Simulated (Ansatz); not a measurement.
**MnO: the volume at rest**

MnO in an antiferromagnetic state, starting from this typed cell of 10.98 Å³ an atom.

```
Mn O
1.0
     4.44500    2.22250    2.22250
     2.22250    4.44500    2.22250
     2.22250    2.22250    4.44500
Mn O
2 2
Direct
  0.00000 0.00000 0.00000
  0.50000 0.50000 0.50000
  0.25000 0.25000 0.25000
  0.75000 0.75000 0.75000
```

DFT in Ansatz; k mesh 4×4×4; fixed occupations; collinear spin from start moments 5.0, -5.0, 0.0, 0.0 μB (atoms as listed). Cell and atoms are relaxed to zero stress with the symmetry kept and no dispersion correction.

Caveats: coarse k mesh.

**Question.** What volume results under PBE, and how much do the potentials matter?

**Answer.** 
```json
{"functional": "PBE", "potentials": "Ansatz generated PAW", "cutoff (eV)": "420", "volume (Å³/atom)": "10.90", "change (%)": "-0.7"}
{"functional": "PBE", "potentials": "Ansatz hand-made PAW", "cutoff (eV)": "930", "volume (Å³/atom)": "10.89", "change (%)": "-0.8"}
{"functional": "PBE", "potentials": "JTH PAW", "cutoff (eV)": "1380", "volume (Å³/atom)": "10.93", "change (%)": "-0.5"}
{"functional": "PBE", "potentials": "Ansatz norm-conserving", "cutoff (eV)": "1306", "volume (Å³/atom)": "10.88", "change (%)": "-0.9"}
```
